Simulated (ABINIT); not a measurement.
BeTe: band structure with RPBE

The system is BeTe.

```
CELL_PARAMETERS angstrom
0.00000 2.77000 2.77000
2.77000 0.00000 2.77000
2.77000 2.77000 0.00000
ATOMIC_POSITIONS crystal
Te 0.75000 0.75000 0.75000
Be 0.00000 0.00000 0.00000
```

* Program: ABINIT 10.8.3 (patched build)
* Task: band structure
* Functional: RPBE
* Potentials or basis: JTH PAW PBE v2.0
* Cutoff: 408 eV
* k mesh: 8 × 8 × 8
* Occupations: fermi-dirac, width 0.05 eV
* Spin: no spin polarisation
* Fine-grid cutoff: 816.342 eV
* Exchange and correlation inside the PAW spheres: full angular mesh (pawxcdev 0, this build's default; the released program takes 1)

The band gap on the k mesh is 1.94 eV, indirect (least direct gap 3.66 eV) and the valence electrons inside the program's atomic spheres are Te 3.24; Be 2.54.

Levels at the corners of the path, in eV from the valence-band top:
```
point  band 2  band 3  band 4  band 5  band 6  band 7  band 8  band 9  band 10
    Γ  -12.61    0.00    0.00    0.00    3.66    3.66    3.66    4.34     9.06
    X  -10.59   -5.37   -2.80   -2.80    1.94    2.63   10.34   10.34    12.39
    W  -10.55   -4.81   -3.93   -3.43    5.44    5.72    5.92    6.54    11.66
    K  -10.62   -5.00   -4.13   -2.37    2.71    5.48    8.34    8.76     9.66
    Γ  -12.61    0.00    0.00    0.00    3.66    3.66    3.66    4.34     9.06
    L  -11.14   -5.84   -1.20   -1.20    3.30    4.65    4.65    8.31    11.67
    U  -10.62   -5.00   -4.13   -2.37    2.71    5.48    8.34    8.76     9.66
    W  -10.55   -4.81   -3.93   -3.43    5.44    5.72    5.92    6.54    11.66
    L  -11.14   -5.84   -1.20   -1.20    3.30    4.65    4.65    8.31    11.67
    K  -10.62   -5.00   -4.13   -2.37    2.71    5.48    8.34    8.76     9.66
```

Wall time 23 s on 1 thread of Arm Neoverse V1, with other jobs on the host, peak memory 0.11 GiB.

Caveat: spin-orbit coupling is left out, which moves the levels of the heavy elements. A k mesh can miss the band edges.
